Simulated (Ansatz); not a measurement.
An element in the bcc structure gives these cold pressures by all-electron LAPW under PBE (Ansatz 0.2.0, scalar-relativistic, no spin polarisation).

| V (Å³/atom) | P (GPa) |
| --- | --- |
| 27.63 | 0.00 |
| 24.86 | 6.45 |
| 22.10 | 18.14 |
| 19.34 | 40.1 |
| 16.58 | 83.5 |
| 13.81 | 176.6 |
| 11.05 | 399.1 |

(1) Which element is it?

## Answers

(1) Sn. Its zero-pressure volume in this structure is near 27.6 Å³/atom; the volume and the steepness of P(V) together point to it, though neighbours can come close. Other candidates weren't computed, and some may come near.
